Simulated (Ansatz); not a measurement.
# A defect in a wire: (4,1) C nanotube, B in place of one C, part 3 of 4

What does the defect do to the conductance?

Ansatz 0.2.0; DFT PBE, plane waves, PAW; relaxation of a wire's period (the session's first sound run).

So far, channels at the energy nearest the Fermi level, one spin: step 3 (bands of the perfect wire) 4.

## (4) Relaxing the junction

This step: DFT PBE, plane waves, PAW; relaxation of a junction in a wire, ends held (Ansatz 0.2.0).

System of this step: (4,1) C nanotube, B in place of one C. The cell holds 112 atoms: 111 C and 1 B. Cell: a = 10.388 Å, b = 10.378 Å, c = 26.003 Å, α = 90.0°, β = 90.0°, γ = 90.0°. Regions: held atoms, 56 atoms (56 C); free atoms, 56 atoms (55 C and 1 B). Vacuum lies along a and b. The structure's axis is c.

56 atoms at the defect are free to relax, while 56 stay where the perfect wire has them, so that the ends still repeat as a lead. The cutoff is set under the files' recommended one to save time.

input.yaml reads:

```yaml
crystal:
  lattice:
    - [10.388, 0.0, 0.0]
    - [0.0, 10.378, 0.0]
    - [0.0, 0.0, 26.003329618]
  atoms:
    - { symbol: C, position: [0.40933954, 0.657144128, 0.99969026] }
    - { symbol: C, position: [0.681276657, 0.499981485, 0.000308108] }
    - { symbol: C, position: [0.326738777, 0.446494002, 0.017548294] }
    - { symbol: C, position: [0.540329085, 0.67690504, 0.018165744] }
    - { symbol: C, position: [0.336642385, 0.578721075, 0.036023806] }
    - { symbol: C, position: [0.513524561, 0.319014888, 0.035405977] }
    - { symbol: C, position: [0.386946275, 0.358100108, 0.053881921] }
    - { symbol: C, position: [0.679248835, 0.47292257, 0.053263245] }
    - { symbol: C, position: [0.566235136, 0.668904861, 0.071119234] }
    - { symbol: C, position: [0.6130245, 0.358102658, 0.071739259] }
    - { symbol: C, position: [0.350197, 0.602221698, 0.08897537] }
    - { symbol: C, position: [0.663323254, 0.578729179, 0.089595381] }
    - { symbol: C, position: [0.36707619, 0.376555455, 0.106832154] }
    - { symbol: C, position: [0.459634331, 0.676901674, 0.107451246] }
    - { symbol: C, position: [0.318688599, 0.499980677, 0.125308108] }
    - { symbol: C, position: [0.590625716, 0.342818034, 0.12469026] }
    - { symbol: C, position: [0.459636172, 0.323057122, 0.143165744] }
    - { symbol: C, position: [0.67322648, 0.553468159, 0.142548294] }
    - { symbol: C, position: [0.486440695, 0.680947274, 0.160405977] }
    - { symbol: C, position: [0.663322871, 0.421241087, 0.161023806] }
    - { symbol: C, position: [0.320716421, 0.527039592, 0.178263245] }
    - { symbol: C, position: [0.613018981, 0.641862054, 0.178881921] }
    - { symbol: C, position: [0.386940756, 0.641859504, 0.196739259] }
    - { symbol: C, position: [0.433730121, 0.331057301, 0.196119234] }
    - { symbol: C, position: [0.336642002, 0.421232983, 0.214595381] }
    - { symbol: C, position: [0.649768256, 0.397740464, 0.21397537] }
    - { symbol: C, position: [0.540330926, 0.323060488, 0.232451246] }
    - { symbol: C, position: [0.632889066, 0.623406707, 0.231832154] }
    - { symbol: C, position: [0.40933954, 0.657144128, 0.24969026] }
    - { symbol: C, position: [0.681276657, 0.499981485, 0.250308108] }
[... 76 atom lines left out ...]
    - { symbol: C, position: [0.386940756, 0.641859504, 0.946739259] }
    - { symbol: C, position: [0.433730121, 0.331057301, 0.946119234] }
    - { symbol: C, position: [0.336642002, 0.421232983, 0.964595381] }
    - { symbol: C, position: [0.649768256, 0.397740464, 0.96397537] }
    - { symbol: C, position: [0.540330926, 0.323060488, 0.982451246] }
    - { symbol: C, position: [0.632889066, 0.623406707, 0.981832154] }
magnetization:
  spin_polarized: true
kpoints:
  mp_grid: { grid: [1, 1, 1] }
scf:
  occupations: { method: fermi_dirac, width: 0.1 }
hamiltonian:
  xc: pbe
relax:
  constraints:
    - { sites: [0, 1, 2, 3, 4, 5, 6, 7, 8, 9, 10, 11, 12, 13, 14, 15, 16, 17, 18, 19, 20, 21, 22, 23, 24, 25, 26, 27, 84, 85, 86, 87, 88, 89, 90, 91, 92, 93, 94, 95, 96, 97, 98, 99, 100, 101, 102, 103, 104, 105, 106, 107, 108, 109, 110, 111] }
  f_tol: 0.06
  max_steps: 35
basis:
  ecutwfc: "350 eV"
```

On the command line:

```
> ansatz run input.yaml --threads 4 --pin off --max-ram 16384MiB --backend cpu --events-out ev --progress --plain --runs-dir out
```

Numbers of over 12 decimals in the logs are rounded to 6 here.

What it wrote:

```text
[...]
Crystal: 112 atoms, lattice volume = 2803.332 Å³
Basis set: ecut = 350 eV, 41663 PW (Γ), exchange–correlation on 128×128×320 points (8 copies of the dense FFT grid, shifted against one another)
Bands: 336, of which v1, the nominal top of the filled ones, is band 224 counted from 1 (223 counted from 0)
Symmetry: 1 space group operations
[...]
k-points: 1
[...]
Starting moments: Σ|m| = 0.3 μB on 1 of 112 sites
[...]
SCF iter   1: F=—  HF=-27997.944746 eV  |F-HF|=—  |Δ(HF+E_count)|=         —  Δρ=3.72e-2 (↑3.70e-2 ↓3.72e-2)  dr2=1.55e2  dr2_m=1.12e-2  M=0.030 μB ∫|m|=0.083 μB  β_m=0.30  ethr=3.10e-3  ⟨swp⟩=8.0  Hψ=3750  notcnv=0  defer=126
[...]
spin=Collinear: Resta preconditioning applied to the charge; magnetization (m = ρ↑ − ρ↓) channel mixes plain (no charge-response kernel on spin).
SCF iter   2: F=—  HF=-27963.215211 eV  |F-HF|=—  |Δ(HF+E_count)|=    3.47e1  Δρ=2.42e-2 (↑2.41e-2 ↓2.42e-2)  dr2=8.04e1  dr2_m=5.85e-3  M=0.042 μB ∫|m|=0.081 μB  β_m=0.30  ethr=3.10e-3  ⟨swp⟩=3.0  Hψ=1288  notcnv=0  defer=172
[...]
SCF iter   8: F=—  HF=-27940.900775 eV  |F-HF|=—  |Δ(HF+E_count)|=   1.55e-1  Δρ=8.06e-4 (↑8.05e-4 ↓8.06e-4)  dr2=4.32e-2  dr2_m=1.97e-4  M=0.009 μB ∫|m|=0.024 μB  β_m=0.30  ethr=3.65e-4  ⟨swp⟩=3.0  Hψ=548  notcnv=0  defer=162
[...]
spin-set hold released at iteration 8 (site moments contracting): the magnetisation degrees of freedom join the quasi-Newton model from the next iteration; the mixer history was flushed
SCF iter   9: F=—  HF=-27940.909906 eV  |F-HF|=—  |Δ(HF+E_count)|=   9.13e-3  Δρ=5.86e-4 (↑5.84e-4 ↓5.86e-4)  dr2=1.16e-1  dr2_m=1.16e-4  M=0.007 μB ∫|m|=0.020 μB  β_m=0.30  ethr=9.66e-6  ⟨swp⟩=2.0  Hψ=942  notcnv=0  defer=162
[...]
SCF iter  18: F=-27940.916227 eV  HF=-27940.916226 eV  |F-HF|=9.56e-7  |Δ(HF+E_count)|=   3.52e-6  Δρ=6.56e-6 (↑6.14e-6 ↓6.56e-6)  dr2=2.63e-6  dr2_m=3.12e-7  M=0.001 μB ∫|m|=0.003 μB  ethr=3.59e-9  ⟨swp⟩=2.0  Hψ=1128  notcnv=0
WARN: the starting moments were not kept: the SCF closed with an absolute magnetisation of 3.2e-3 μB, where they sum to 0.3 μB in size (1 site). That is at most 0.1 of that sum. Measured as dr2_m measures the in/out step, that magnetisation stands 2.3e-7 eV from none, at or under the dr2_threshold of 9.0e-5 eV: it is no larger than a step whose dr2_m would equal this threshold. The system may hold no moment; this SCF [...]
SCF 1 converged in 18 iterations: F = -27940.916227 eV  dr2 = 2.63e-6
[...]
relax step   1: F+E_penalty+E_count = -27940.91622703 eV  Δ(F+E_penalty+E_count) = +0.000e0 eV  max|allowed force component| = 4.489e0 eV/Å  Δτ_max = 0.0000 Å  (18 SCF iters, dr2 threshold 9.00e-5 eV, accepted)
[...]
Starting moments: Σ|m| = 0.3 μB on 1 of 112 sites; this step starts from the density that it was given
[...]
SCF iter   1: F=—  HF=-27941.534077 eV  |F-HF|=—  |Δ(HF+E_count)|=         —  Δρ=2.45e-3 (↑2.41e-3 ↓2.45e-3)  dr2=6.73e-1  dr2_m=1.30e-4  M=0.002 μB ∫|m|=0.013 μB  β_m=0.30  ethr=1.54e-4  ⟨swp⟩=1.0  Hψ=2280  notcnv=0  defer=162
[...]
spin=Collinear: LDOS preconditioning applied to the charge; magnetization (m = ρ↑ − ρ↓) channel mixes plain (no charge-response kernel on spin).
SCF iter   2: F=—  HF=-27941.414835 eV  |F-HF|=—  |Δ(HF+E_count)|=   1.19e-1  Δρ=1.50e-3 (↑1.48e-3 ↓1.50e-3)  dr2=2.47e-1  dr2_m=7.52e-5  M=0.001 μB ∫|m|=0.011 μB  β_m=0.49  ethr=1.50e-4  ⟨swp⟩=2.0  Hψ=644  notcnv=0  defer=162
[...]
SCF iter   9: F=-27941.365399 eV  HF=-27941.365407 eV  |F-HF|=8.40e-6  |Δ(HF+E_count)|=   5.20e-5  Δρ=1.37e-5 (↑1.37e-5 ↓1.32e-5)  dr2=2.44e-5  dr2_m=2.54e-7  M=0.000 μB ∫|m|=0.002 μB  ethr=1.69e-8  ⟨swp⟩=3.0  Hψ=1552  notcnv=0
the starting moments were not kept: the SCF closed with an absolute magnetisation of 1.9e-3 μB, where they sum to 0.3 μB in size (1 site). That is at most 0.1 of that sum. Measured as dr2_m measures the in/out step, that magnetisation stands 1.3e-7 eV from none, at or under the dr2_threshold of 1.0e-4 eV: it is no larger than a step whose dr2_m would equal this threshold.
SCF 2 converged in 9 iterations: F = -27941.365399 eV  dr2 = 2.44e-5
[...]
relax step   2: F+E_penalty+E_count = -27941.36539863 eV  Δ(F+E_penalty+E_count) = -4.492e-1 eV  max|allowed force component| = 1.682e0 eV/Å  Δτ_max = 0.0939 Å  (9 SCF iters, dr2 threshold 1.00e-4 eV, accepted)
[...]
SCF iter   6: F=-27940.807457 eV  HF=-27940.807454 eV  |F-HF|=3.21e-6  |Δ(HF+E_count)|=   7.78e-5  Δρ=1.03e-5 (↑1.03e-5 ↓9.85e-6)  dr2=9.99e-6  dr2_m=3.47e-8  M=0.000 μB ∫|m|=0.001 μB  ethr=2.24e-8  ⟨swp⟩=2.0  Hψ=2046  notcnv=0
[...]
SCF 3 converged in 6 iterations: F = -27940.807457 eV  dr2 = 9.99e-6
[...]
relax step   3: F+E_penalty+E_count = -27940.80745715 eV  Δ(F+E_penalty+E_count) = +5.579e-1 eV  max|allowed force component| = 2.784e0 eV/Å  Δτ_max = 0.1475 Å  (6 SCF iters, dr2 threshold 1.00e-4 eV, rejected (line search))
[...]
relax step   4: F+E_penalty+E_count = -27941.46810962 eV  Δ(F+E_penalty+E_count) = -1.027e-1 eV  max|allowed force component| = 1.790e-1 eV/Å  Δτ_max = 0.0703 Å  (18 SCF iters, accepted)
SCF iter   1: F=—  HF=-27941.471054 eV  |F-HF|=—  |Δ(HF+E_count)|=         —  Δρ=2.87e-4 (↑2.87e-4 ↓2.87e-4)  dr2=7.96e-3  dr2_m=6.02e-7  M=-0.000 μB ∫|m|=0.001 μB  β_m=0.30  ethr=2.21e-5  ⟨swp⟩=4.0  Hψ=1328  notcnv=0  defer=162
[...]
SCF iter  11: F=-27941.470551 eV  HF=-27941.470551 eV  |F-HF|=1.13e-8  |Δ(HF+E_count)|=   4.43e-9  Δρ=4.69e-7 (↑4.69e-7 ↓4.66e-7)  dr2=2.83e-8  dr2_m=1.84e-10  M=-0.000 μB ∫|m|=0.000 μB  ethr=2.24e-11  ⟨swp⟩=3.0  Hψ=1547  notcnv=0
[...]
SCF 5 converged in 11 iterations: F = -27941.470551 eV  dr2 = 2.83e-8
[...]
relax step   5: F+E_penalty+E_count = -27941.47055051 eV  Δ(F+E_penalty+E_count) = -2.441e-3 eV  max|allowed force component| = 3.256e-2 eV/Å  Δτ_max = 0.0083 Å  (11 SCF iters, accepted)
SCF converged after 11 iterations
Magnetization: -0.0000 μB (223.5000 up, 223.5000 down)
Absolute magnetization: 0.0001 μB (∫|ρ↑−ρ↓|, with the PAW one-centre terms)
[...]
Per-site moments (μB) at R_I (Å): [(-3.581611627816963e-8, 0.579729), (-4.8176777335176774e-8, 0.579773), (2.571676211780129e-8, 0.579751), (-9.053409898413434e-8, 0.579757), (3.707007595997673e-8, 0.579736), (7.712648798380312e-8, 0.579769), (-1.4124799156444766e-7, 0.579719), (1.2409456609443194e-8, 0.579773), (5.0362637328754225e-8, 0.579757), (6.323512221081795e-8, 0.579729), (-2.2778457366421964e-7, 0.579736), ( [...]
Free energy (F): -27941.470551 eV
[...]
Internal energy: -27940.925070 eV  (E = F + TS)
E sigma→0 (E₀):  -27941.197810 eV
Entropy (-TS):   -0.545481 eV (-4.870 meV/atom)
Fermi energy:    -0.877151 eV
[...]
--- Forces (eV/Å), atoms counted from 1 ---
  atom   1  C      0.03779153     0.00038642     0.12207691
  atom   2  C      0.01872426     0.01925417    -0.00939945
  atom   3  C     -0.04012717     0.06345509    -0.00808272
  atom   4  C     -0.06924528     0.01497911    -0.04415192
  atom   5  C     -0.00157479    -0.04587195    -0.15564855
  atom   6  C     -0.02609535    -0.00211784     0.07464796
  atom   7  C      0.04668320    -0.04331663    -0.00081095
  atom   8  C     -0.01881606    -0.08043302     0.01227545
  atom   9  C     -0.00177503     0.00892058     0.07657108
  atom  10  C      0.03220442     0.06254411    -0.12522472
  atom  11  C      0.09384021     0.05640462     0.12115540
  atom  12  C      0.01710419     0.05372599     0.05550632
  atom  13  C     -0.03311059    -0.01302563     0.01588019
  atom  14  C     -0.07256277    -0.07031310    -0.24088582
  atom  15  C     -0.03455635    -0.01680560     0.01129791
  atom  16  C     -0.10539800     0.01228967     0.12001555
  atom  17  C      0.10373324     0.01301545    -0.16669698
  atom  18  C      0.06051284     0.00756009    -0.05017616
  atom  19  C      0.09518726    -0.09704656     0.26937850
  atom  20  C      0.01354856    -0.02359310     0.00568265
  atom  21  C     -0.02699564     0.05363791    -0.07542570
  atom  22  C     -0.12476499     0.04482865    -0.12035616
  atom  23  C     -0.06530385    -0.00770039    -0.10415998
  atom  24  C     -0.00207469     0.08318218     0.17004741
  atom  25  C     -0.00600037    -0.01407649    -0.22397423
  atom  26  C      0.01947065    -0.06656650    -0.17213246
  atom  27  C      0.11296184     0.11016581    -0.45014612
  atom  28  C     -0.02067968    -0.04103146     0.11262120
  atom  29  C      0.01167216     0.00480734     0.01332010
  atom  30  C      0.00886843    -0.00728226     0.00895263
  atom  31  C     -0.00049750    -0.01315025    -0.00867855
  atom  32  C     -0.01759190     0.00000548    -0.01627106
  atom  33  C      0.00370004     0.01559217     0.00680830
  atom  34  C     -0.00835990     0.00355469    -0.00421047
  atom  35  C      0.00693132    -0.01093926    -0.01024416
  atom  36  C      0.01158101     0.00052082    -0.01768626
  atom  37  C     -0.00606048    -0.00093389     0.00436190
  atom  38  C     -0.00861408    -0.00885321     0.00172319
  atom  39  C      0.00348151     0.01567013     0.00224480
  atom  40  C      0.00290022     0.00293011     0.00248516
[...]
atom 101  C      0.00556814    -0.03597193     0.03448095
  atom 102  C      0.01584371    -0.07614157     0.00548541
  atom 103  C     -0.01480531     0.01722301     0.05098315
  atom 104  C      0.03085758     0.06963008    -0.04853092
  atom 105  C      0.01010055     0.06200229     0.04326652
  atom 106  C     -0.00451663     0.04957913     0.05571497
  atom 107  C     -0.02443813    -0.04876799    -0.12389969
  atom 108  C     -0.05904618    -0.01030502    -0.04569276
  atom 109  C      0.01106564    -0.03732404    -0.02224644
  atom 110  C     -0.04615937    -0.03109382     0.06727075
  atom 111  C      0.08099703     0.02934288    -0.04766377
  atom 112  C      0.03787207     0.00269018    -0.02281366
  max |Σ_I F_I| component: 2.46e-4 eV/Å
--- Relaxed structure (5 steps of the walk, 4 accepted, 0 SCFs on fresh bases) ---
  F+E_penalty+E_count = -27941.47055051 eV   max|allowed force component| = 3.256e-2 eV/Å
  atoms:
    - { symbol: C, position: [0.40933954, 0.657144128, 0.99969026] }
    - { symbol: C, position: [0.681276657, 0.499981485, 0.000308108] }
    - { symbol: C, position: [0.326738777, 0.446494002, 0.017548294] }
    - { symbol: C, position: [0.540329085, 0.67690504, 0.018165744] }
    - { symbol: C, position: [0.336642385, 0.578721075, 0.036024] }
    - { symbol: C, position: [0.513524561, 0.319014888, 0.035405977] }
    - { symbol: C, position: [0.386946275, 0.358100108, 0.053881921] }
    - { symbol: C, position: [0.679249, 0.47292257, 0.053263245] }
    - { symbol: C, position: [0.566235136, 0.668904861, 0.071119234] }
    - { symbol: C, position: [0.6130245, 0.358102658, 0.071739259] }
    - { symbol: C, position: [0.350197, 0.602221698, 0.08897537] }
    - { symbol: C, position: [0.663323254, 0.578729179, 0.089595] }
    - { symbol: C, position: [0.36707619, 0.376555455, 0.106832] }
    - { symbol: C, position: [0.459634331, 0.676901674, 0.107451] }
    - { symbol: C, position: [0.318688599, 0.499981, 0.125308108] }
    - { symbol: C, position: [0.590625716, 0.342818034, 0.124690] }
    - { symbol: C, position: [0.459636172, 0.323057122, 0.143165744] }
    - { symbol: C, position: [0.67322648, 0.553468159, 0.142548] }
    - { symbol: C, position: [0.486441, 0.680947274, 0.160405977] }
    - { symbol: C, position: [0.663322871, 0.421241, 0.161023806] }
    - { symbol: C, position: [0.320716421, 0.527039592, 0.178263] }
    - { symbol: C, position: [0.613018981, 0.641862054, 0.178881921] }
    - { symbol: C, position: [0.386940756, 0.641859504, 0.196739259] }
    - { symbol: C, position: [0.433730121, 0.331057301, 0.196119] }
    - { symbol: C, position: [0.336642, 0.421232983, 0.214595381] }
    - { symbol: C, position: [0.649768256, 0.397740, 0.21397537] }
    - { symbol: C, position: [0.540330926, 0.323060488, 0.232451] }
    - { symbol: C, position: [0.632889066, 0.623406707, 0.231832154] }
    - { symbol: C, position: [0.409162, 0.656915, 0.249775] }
    - { symbol: C, position: [0.682047, 0.500173, 0.250164] }
    - { symbol: C, position: [0.326459, 0.446770, 0.267364] }
    - { symbol: C, position: [0.539936, 0.675979, 0.268049] }
    - { symbol: C, position: [0.335619, 0.578875, 0.286109] }
    - { symbol: C, position: [0.513840, 0.319398, 0.285191] }
    - { symbol: C, position: [0.387899, 0.358718, 0.303071] }
    - { symbol: C, position: [0.680859, 0.472295, 0.302808] }
    - { symbol: C, position: [0.565583, 0.666763, 0.321226] }
    - { symbol: C, position: [0.614860, 0.356469, 0.321151] }
    - { symbol: C, position: [0.349457, 0.601612, 0.339116] }
    - { symbol: C, position: [0.661815, 0.577069, 0.339241] }
[...]
- { symbol: B, position: [0.545312, 0.309303, 0.481992] }
[...]
- { symbol: C, position: [0.459636172, 0.323057122, 0.893166] }
    - { symbol: C, position: [0.67322648, 0.553468159, 0.892548294] }
    - { symbol: C, position: [0.486441, 0.680947274, 0.910406] }
    - { symbol: C, position: [0.663322871, 0.421241, 0.911024] }
    - { symbol: C, position: [0.320716421, 0.527039592, 0.928263] }
    - { symbol: C, position: [0.613018981, 0.641862054, 0.928882] }
    - { symbol: C, position: [0.386940756, 0.641859504, 0.946739] }
    - { symbol: C, position: [0.433730121, 0.331057301, 0.946119] }
    - { symbol: C, position: [0.336642, 0.421232983, 0.964595] }
    - { symbol: C, position: [0.649768256, 0.397740, 0.96397537] }
    - { symbol: C, position: [0.540330926, 0.323060488, 0.982451246] }
    - { symbol: C, position: [0.632889066, 0.623406707, 0.981832] }
```

The job ended after 3.4 min (4 threads of Arm Neoverse V1, shared host; peak memory 3.7 GiB; 14 min of CPU time).

Step by step:

| step | energy less that of the first step (eV) | largest force component (eV/Å) |
| --- | --- | --- |
| 1 | 0.0000 | 4.4889 |
| 2 | -0.4492 | 1.6824 |
| 3 | 0.1088 | 2.7842 |
| 4 | -0.5519 | 0.1790 |
| 5 | -0.5543 | 0.0326 |

Relaxation step 3 was tried and not accepted.

The atoms that moved most (Å):

| atom | dx | dy | dz | length |
| --- | --- | --- | --- | --- |
| B55 | 0.052 | -0.143 | -0.012 | 0.152 |
| C54 | 0.120 | -0.079 | -0.031 | 0.147 |
| C62 | 0.005 | -0.100 | 0.083 | 0.130 |
| C52 | -0.014 | -0.085 | -0.054 | 0.102 |
| C66 | 0.004 | -0.071 | 0.048 | 0.086 |
| C59 | 0.044 | -0.069 | -0.006 | 0.082 |
| C53 | 0.050 | -0.057 | -0.026 | 0.080 |
| C61 | 0.020 | -0.076 | -0.013 | 0.080 |

This step gave:

| Property | Result |
| --- | --- |
| energy at zero smearing | -27941.1978 eV |

The largest force component on a free atom ends at 0.033 eV/Å, under the limit of 0.06. B ends nearest to C at 1.51 Å, C at 1.54 Å and C at 1.55 Å.

(Part 3 of 4 ends here.)

[Logs are printed without paths, hosts, clocks, repeated set-up lines and the standing remarks that a program may print on its own settings, such as how far it seeks lower states.]

[Hosts, paths, dates, database ids (printed as entryN), source tags and the programs' standing remarks are cut or masked in the printed files.]
